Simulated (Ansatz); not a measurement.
# MgI2 (model cell, started as fluorite): a soft mode frozen in

Aim: this structure of MgI2 (model cell, started as fluorite) is to be tested for unstable modes, and one is followed downhill.

Method: DFT PBEsol, scalar-relativistic, plane waves, PAW, in Ansatz 0.2.0.

Most raw output is cut from this account.

The structure was built from a prototype and need not be the compound's stable phase.

### Step 1. The structure

The structure is cubic, space group Fm-3m (No. 225). Conventional cell: a = 7.415 Å, b = 7.415 Å, c = 7.415 Å, α = 90.00°, β = 90.00°, γ = 90.00°. Nearest to Mg lie 8 I at 3.21 Å. I has 4 Mg at 3.21 Å nearest. Farther neighbours and most contacts between anions are not listed.

### Step 2. The dispersion

The cell comes from relaxations at this level that are not shown. Stability and thermal properties need the whole zone. Linear response on a 2×2×2 q mesh gives force constants as far as a supercell of that size would, and the tensors from the zone-centre run are typed in so that the long-range dipole term is interpolated apart.

File input.yaml:

```yaml
crystal:
  lattice:
    - [0.0, 3.7074529804, 3.7074529804]
    - [3.7074529804, 0.0, 3.7074529804]
    - [3.7074529804, 3.7074529804, 0.0]
  atoms:
    - { symbol: Mg, position: [0.0, 0.0, 0.0] }
    - { symbol: I, position: [0.25, 0.25, 0.25] }
    - { symbol: I, position: [0.75, 0.75, 0.75] }
kpoints:
  mp_grid: { grid: [12, 12, 12] }
hamiltonian:
  xc: pbesol
scf:
  occupations: { method: fixed }
output:
  eigenvalues: true
phonons:
  method: dfpt
  qmesh: [2, 2, 2]
  temperatures: { t_max: 1000, t_step: 50 }
  qpath:
    path:
      - [[0.0, 0.0, 0.0], [0.5, 0.0, 0.5], [0.625, 0.25, 0.625]]
      - [[0.375, 0.375, 0.75], [0.0, 0.0, 0.0], [0.5, 0.5, 0.5], [0.5, 0.25, 0.75], [0.5, 0.0, 0.5]]
    npoints: 10
  non_analytic_term:
    high_frequency_dielectric_tensor: [[5.4922, 0.0, 0.0], [0.0, 5.4922, 0.0], [0.0, 0.0, 5.4922]]
    born_effective_charges:
      - { species: Mg, tensor: [[2.9083, 0.0, 0.0], [0.0, 2.9083, 0.0], [0.0, 0.0, 2.9083]] }
      - { species: I, tensor: [[-1.4541, 0.0, 0.0], [0.0, -1.4541, 0.0], [0.0, 0.0, -1.4541]] }
      - { species: I, tensor: [[-1.4541, 0.0, 0.0], [0.0, -1.4541, 0.0], [0.0, 0.0, -1.4541]] }
    source: "zone-centre run at this cell"
```

The run is started by

```sh
$ ansatz run input.yaml --threads 4 --pin off --max-ram 7168MiB --backend cpu --events-out ev --progress --plain --runs-dir out
```

Wall time 99 s (4 threads of Intel Xeon Platinum 8488C (Sapphire Rapids), shared host); peak memory 2.9 GiB.

This step gave:

| Quantity | Value |
| --- | --- |
| gap on the k-mesh | 0.6402 eV |
| volume per atom | 33.97 Å³ |
| sum-rule residual before enforcement | 2.11e-5 eV/Å² |
| lowest frequency on the path | -96.03 cm⁻¹ |
| point group | m-3m |
| highest frequency on the path or at a solved wavevector | 199.9 cm⁻¹ |
| highest optical mode at the zone centre (no LO-TO term) | 84.32 cm⁻¹ |
| lowest optical zone-centre mode | 41.9 cm⁻¹ |
| lowest mode on the q mesh (acoustic modes at Γ apart) | -96.03 cm⁻¹ |

Frequencies (cm⁻¹) solved at each irreducible wavevector; negative means imaginary. Frequencies by wavevector, by row:

```tsv
q in reciprocal lattice units	star	mode 1	mode 2	mode 3	mode 4	mode 5	mode 6	mode 7	mode 8	mode 9
0 0 0	1	0	0	0	41.9	41.9	41.9	84.3	84.3	84.3
0 0 -0.5	4	-45.9	-45.9	43.9	70.8	70.8	72.1	72.1	75.9	129.9
0 -0.5 -0.5	3	-96	-61.9	-61.9	-57.5	-57.5	103.8	103.8	116.4	199.9
```

Interpolated from a 2×2×2 q mesh, with the LO-TO term (at Γ the limit along the path; where Γ stands inside the path, tables give the limit on arrival). The phonon branches at the labelled points (cm⁻¹):

```tsv
point	branch 1	branch 2	branch 3	branch 4	branch 5	branch 6	branch 7	branch 8	branch 9
Γ	0	0	0	42	42	84	84	84	188
halfway	-61	-61	-34	-34	-20	85	98	98	188
X	-96	-62	-62	-58	-58	104	104	116	200
halfway	-93	-58	-57	-54	-44	102	103	116	189
U	-84	-43	-42	-42	37	98	101	116	158
jump to K	-84	-43	-42	-42	37	98	101	116	158
halfway	-46	-36	38	54	64	67	68	101	154
Γ	0	0	0	42	42	84	84	84	188
halfway	-14	-14	28	43	43	82	83	83	161
L	-46	-46	44	71	71	72	72	76	130
halfway	-55	-49	-44	62	65	86	96	105	126
W	-77	-76	-69	63	63	113	114	123	123
halfway	-90	-66	-64	-37	36	95	107	116	179
X	-96	-62	-62	-58	-58	104	104	116	200
```

Symmetry leaves 3 wavevectors to solve. The lowest mode among them, the acoustic zeros apart, lies at q = (0, -0.5, -0.5) and is imaginary, 96.0i cm⁻¹, so the energy falls along it.

### Step 3. The mode frozen in, largest atomic shift 0 Å

The mode followed lies at q = (0, -0.5, -0.5) with frequency 61.9i cm⁻¹ and is 2-fold degenerate, one of the unstable modes though not the softest. At small amplitude the distorted cell has space group no. 14 by a symmetry search on the positions. The undistorted cell that holds it gives the zero of energy on the same k mesh.

System of this step: MgI2 (model cell, started as fluorite). Symmetry: Fm-3m, No. 225, cubic system. Conventional cell: a = 7.415 Å, b = 7.415 Å, c = 7.415 Å, α = 90.00°, β = 90.00°, γ = 90.00°. Mg has 8 I at 3.21 Å nearest. Nearest to I lie 4 Mg at 3.21 Å. Farther neighbours and most contacts between anions are not listed.

File input.yaml:

```yaml
crystal:
  lattice:
    - [0.0, -3.7074529804, -3.7074529804]
    - [0.0, 3.7074529804, -3.7074529804]
    - [7.4149059608, 0.0, 0.0]
  atoms:
    - { symbol: Mg, position: [0.5, 0.5, 0.5] }
    - { symbol: Mg, position: [0.0, 0.0, 0.0] }
    - { symbol: I, position: [0.0, 0.5, 0.75] }
    - { symbol: I, position: [0.5, 0.0, 0.25] }
    - { symbol: I, position: [0.0, 0.5, 0.25] }
    - { symbol: I, position: [0.5, 0.0, 0.75] }
kpoints:
  mp_grid: { grid: [6, 6, 4] }
hamiltonian:
  xc: pbesol
scf:
  occupations: { method: gaussian, width: 0.02 }
output:
  forces: true
  stress: true
  eigenvalues: true
```

Wall time 2.9 s (4 threads); peak memory 0.71 GiB.

This step gave:

```
pressure                         : 0.005239 GPa
gap on the k-mesh                : 0.6393 eV
energy from the undistorted cell : 0 meV/atom
```

At this level the gap is 0.64 eV on the k-mesh of the self-consistent run, which can miss the band edges.

### Step 4. The mode frozen in, largest atomic shift 0.6 Å

The atoms are moved along the unstable eigenvector, the largest shift by 0.6 Å, with the cell fixed.

input.yaml, the sections that differ from step 3:

```yaml
crystal:
  lattice:
    - [0.0, -3.7074529804, -3.7074529804]
    - [0.0, 3.7074529804, -3.7074529804]
    - [7.4149059608, 0.0, 0.0]
  atoms:
    - { symbol: Mg, position: [0.5, 0.5, 0.5] }
    - { symbol: Mg, position: [0.0, 0.0, 0.0] }
    - { symbol: I, position: [0.0059476214, 0.6142807909, 0.75] }
    - { symbol: I, position: [0.4940523786, -0.1142807909, 0.25] }
    - { symbol: I, position: [-0.0059476214, 0.3857192091, 0.25] }
    - { symbol: I, position: [0.5059476214, 0.1142807909, 0.75] }
# kpoints, hamiltonian, scf, output: as in step 3
```

The job ended after 5.5 s (4 threads; peak memory 0.86 GiB; 21 s of CPU time).

This step gave:

```yaml
pressure: 0.9949 GPa
gap_on_the_k_mesh: 1.321 eV
energy_from_the_undistorted_cell: -78.13 meV/atom
```

The energy, extrapolated to zero smearing, is -78.13 meV/atom against the undistorted cell.

The run ends at a pressure of 0.99 GPa, with forces up to 0.35 eV/Å.

### Step 5. Energy along the mode, all amplitudes (two of the runs are shown above)

An imaginary frequency means negative curvature, so the energy should fall and then rise again as anharmonic terms take over.

Numbers from this step:

```
depth at the lowest point sampled  : 78.13 meV/atom
largest atomic shift at that point : 0.6 Å
```

Energy from the parent against largest atomic shift:

```tsv
largest atomic shift (Å)	energy from the parent (meV/atom)
0.000	0
0.040	-0.962
0.080	-3.78
0.140	-11.1
0.220	-24.9
0.320	-45.1
0.450	-67.9
0.600	-78.1
```

Displacement at unit largest shift by atom:

```tsv
atom	x (Å)	y (Å)	z (Å)	size
Mg1	0.000	0.000	0.000	0.000
Mg2	0.000	0.000	0.000	0.000
I3	0.000	0.669	-0.743	1.000
I4	0.000	-0.669	0.743	1.000
I5	0.000	-0.669	0.743	1.000
I6	0.000	0.669	-0.743	1.000
```

The lowest of the steps tried is the last one, at 0.6 Å, 78.1 meV/atom below the parent; the bottom of the well need not coincide with a step.

### Step 6. Relaxing from the distorted cell

Starting from the lowest point found, all atoms and the cell are let go, so that strain and other modes of the same symmetry can join in.

Changes to input.yaml since step 4:

```diff
@@ -17,3 +17,3 @@
 scf:
-  occupations: { method: gaussian, width: 0.02 }
+  occupations: { method: fixed }
 output:
@@ -22 +22,6 @@
   eigenvalues: true
+relax:
+  adjacent_minimum: "off"
+  f_tol: 0.002
+  max_steps: 120
+  cell: { stress_tol: 0.03 }
```

It took 2.2 min on 4 threads; peak memory 0.94 GiB; 8.5 min of CPU time.

The steps of the relaxation:

```tsv
step	energy less that of the first step (eV)	largest force component (eV/Å)	pressure (GPa)	volume (Å³)
1	0.0000	0.3452	0.99	203.84
2	-0.3753	0.1158	-0.47	210.17
3	-0.6399	0.0851	-0.68	211.33
4	-0.9542	0.0885	-0.25	206.10
5	-1.2117	0.0558	-0.08	201.79
6	-1.3577	0.0983	0.09	198.27
7	-1.3196	0.2216	-1.22	200.68
8	-1.3962	0.0250	-0.18	200.21
9	-1.4207	0.0466	0.32	197.48
10	-1.4650	0.0595	-0.46	201.13
11	-1.5338	0.0535	-0.46	198.91
12	-1.4869	0.1272	0.55	192.02
13	-1.5389	0.0306	0.26	195.19
14	-1.5414	0.0177	0.25	194.81
15	-1.5429	0.0125	-0.07	196.38
16	-1.5432	0.0022	0.00	195.98
17	-1.5432	0.0003	0.00	195.98
18*	-1.5951	0.0003	0.46	195.98
19	-1.6181	0.0008	0.23	197.85
20	-1.6254	0.0079	0.02	199.82
21	-1.6255	0.0003	-0.01	200.14
22*	-1.6259	0.0004	-0.01	200.14
```

Relaxation steps marked * repeat the geometry before them on a plane-wave basis chosen anew for their cell, so energy and pressure can jump there. Relaxation steps 7, 12 were tried and not accepted.

Forces are held to the 4 operations that the run works with; a distortion that breaks them can't arise in this run.

```tsv
cell as run	before	after	change
a (Å)	5.243	4.210	-19.7 %
b (Å)	5.243	6.667	+27.2 %
c (Å)	7.415	7.131	-3.8 %
volume (Å³/atom)	33.97	33.36	-1.8 %
```

The atoms that moved most (Å, as changes of fractional coordinates times the final cell):

```tsv
atom	dx	dy	dz	length
I4	-0.654	-0.602	0.567	1.054
I5	0.654	-0.602	0.567	1.054
I3	-0.654	0.602	-0.567	1.054
I6	0.654	0.602	-0.567	1.054
```

Final coordinates:

```cif
data_structure
_symmetry_space_group_name_H-M 'P 1'
_symmetry_Int_Tables_number 1
_cell_length_a 4.2097
_cell_length_b 6.6671
_cell_length_c 7.1308
_cell_angle_alpha 90.000
_cell_angle_beta 90.000
_cell_angle_gamma 90.000
_cell_volume 200.14
loop_
_atom_site_label
_atom_site_type_symbol
_atom_site_fract_x
_atom_site_fract_y
_atom_site_fract_z
_atom_site_occupancy
Mg1 Mg 0.50000 0.50000 0.50000 1
Mg2 Mg 0.00000 0.00000 0.00000 1
I3 I 0.00000 0.73826 0.65831 1
I4 I 0.50000 0.76174 0.15831 1
I5 I 0.00000 0.26174 0.34169 1
I6 I 0.50000 0.23826 0.84169 1
```

Numbers from this step:

```
pressure          : -0.01088 GPa
gap on the k-mesh : 2.560 eV
volume per atom   : 33.36 Å³
```

The distorted start has space group P2_1/c; the relaxation ends in Pnnm.

### Step 7. The new phase in its own primitive cell

The relaxed structure is symmetrised, reduced to its primitive cell and relaxed tightly, as its phonons need.

File input.yaml:

```yaml
crystal:
  lattice:
    - [6.6671332099, 0.0, 0.0]
    - [0.0, 7.1308142231, 0.0]
    - [0.0, 0.0, 4.2097299924]
  atoms:
    - { symbol: Mg, position: [0.5, 0.5, 0.5] }
    - { symbol: Mg, position: [0.0, 0.0, 0.0] }
    - { symbol: I, position: [0.7382589077, 0.6583109097, 0.0] }
    - { symbol: I, position: [0.7617410923, 0.1583109097, 0.5] }
    - { symbol: I, position: [0.2617410923, 0.3416890903, 0.0] }
    - { symbol: I, position: [0.2382589077, 0.8416890903, 0.5] }
kpoints:
  mp_grid: { grid: [4, 4, 6] }
hamiltonian:
  xc: pbesol
scf:
  occupations: { method: fixed }
output:
  forces: true
  stress: true
  eigenvalues: true
relax:
  adjacent_minimum: "off"
  f_tol: 0.001
  max_steps: 60
  cell: { stress_tol: 0.01 }
```

It took 11 s on 4 threads; peak memory 0.77 GiB.

Little changed from the start: no atom moved by 0.005 Å and no cell edge by 0.1 %.

Numbers from this step:

```
pressure           : -8.61e-4 GPa
gap on the k-mesh  : 2.562 eV
volume per atom    : 33.34 Å³
direct gap on mesh : 2.562 eV
```

The largest force component left is 0.65 meV/Å and the pressure is -0.001 GPa, within the tolerances set. The cell now holds 33.34 Å³/atom.

### Step 8. The phases reached

The phases reached along the modes that were followed are set side by side.

Energies are those of the first relaxation, on the mesh of the frozen mode; space group, volume and gap are those of the last relaxation. Phases, by row:

```tsv
mode frozen in	space group	energy from parent (meV/atom)	volume (Å³/atom)	gap on mesh (eV)	lowest zone-centre optical mode (cm⁻¹)	largest shift (Å)
parent	Fm-3m	0	33.97	0.64	–	–
q = (0, -0.5, -0.5), 96i cm⁻¹	P4_2/nmc	-326.6	40.31	3.179	–	1.56
q = (0, -0.5, -0.5), 62i cm⁻¹	Pnnm	-349.1	33.34	2.563	–	1.72
q = (0, -0.5, -0.5), 62i cm⁻¹	Cmce	-123.9	36.36	1.268	–	0.855
q = (0, -0.5, -0.5), 62i cm⁻¹	Pnnm	-349.1	33.34	2.562	–	1.718
```

### Step 9. Outcome

```
unstable mode of the parent                                                      : q = (0, -0.5, -0.5), 62i cm⁻¹
depth at the lowest point sampled                                                : 78.1 meV/atom
largest atomic shift at that point                                               : 0.6 Å
space group reached (within 0.01 Å)                                              : Pnnm
energy gained over the parent (first relaxation, on the mesh of the frozen mode) : 349 meV/atom
volume per atom, phase reached                                                   : 33.3 Å³
gap on the k-mesh, phase reached                                                 : 2.56 eV
```

Along this mode the structure falls into Pnnm, 349 meV/atom below the parent. At the parent's cell the well is 78.13 meV/atom deep on the steps tried, with its lowest point at a shift of 0.6 Å. That is the last step tried, so the steps alone don't bracket the bottom of the well. Relaxing atoms and cell changes the gain by +270.98 meV/atom against the lowest step (energies at zero smearing). Most of the total comes from this relaxation. The modes of the phase reached were not computed on this path. Of the 4 patterns followed to their end from this parent, this one reaches the lowest energy. Each path keeps the symmetry of its pattern, so a lower phase may lie along a pattern not tried. The program warns that the interpolation holds no quadrupole term, so branches close to Γ can be off in this crystal. Spin-orbit coupling is left out, which can matter for the heavy elements here. The starting cell was built on a prototype and not taken from a measurement, so the phase need not exist.

[Logs are printed without paths, hosts, clocks, repeated set-up lines and the standing remarks that a program may print on its own settings, such as how far it seeks lower states.]

[Hosts, paths, dates, database ids (printed as entryN), source tags and the programs' standing remarks are cut or masked in the printed files.]
